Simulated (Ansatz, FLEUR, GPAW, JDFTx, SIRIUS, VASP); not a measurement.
**One calculation of ZnSe, 7 ways**

```
CELL_PARAMETERS angstrom
0.00000 2.83380 2.83380
2.83380 0.00000 2.83380
2.83380 2.83380 0.00000
ATOMIC_POSITIONS crystal
Se 0.75000 0.75000 0.75000
Zn 0.00000 0.00000 0.00000
```

Alike in all runs: task equation of state; functional PBEsol; k mesh 8 × 8 × 8; occupations fermi-dirac, width 0.05 eV; no spin polarisation; no spin-orbit coupling.

| program and potentials | plane-wave cutoff (eV) | notes | equilibrium volume (Å³/atom) | bulk modulus (GPa) |
| --- | --- | --- | --- | --- |
| Ansatz, Ansatz PAW | 420 | potentials made for PBE, which Ansatz adapts in part | 22.35 | 65.1 |
| JDFTx, PseudoDojo-SR-PBEsol-0.4.1-standard with smoothed tails | 1170 | - | 22.33 | 65.2 |
| GPAW, PAW data sets generated for this functional | 600 | - | 22.35 | 65.4 |
| FLEUR, all-electron, FLAPW | - | - | 22.35 | 65.3 |
| Ansatz, all-electron LAPW, scalar-relativistic | - | - | 22.35 | 65.1 |
| VASP, PBE PAW files Se, Zn, 520 eV | 520 | potentials made for PBE | 22.44 | 65.0 |
| SIRIUS, PseudoDojo 0.4.1 PBEsol standard (scalar relativistic) | 1177 | - | 22.33 | 65.2 |

The equilibrium volume spans 22.33 (SIRIUS, PseudoDojo 0.4.1 PBEsol standard (scalar relativistic)) to 22.44 Å³/atom (VASP, PBE PAW files Se, Zn, 520 eV), with all-electron results at 22.35. The bulk modulus spans 65.0 (VASP, PBE PAW files Se, Zn, 520 eV) to 65.4 GPa (GPAW, PAW data sets generated for this functional), with all-electron results at 65.1 to 65.3.

The functional is the same throughout but for its coding, so the spread measures potentials, basis and numerics; runs on potential files found faulty are left out.
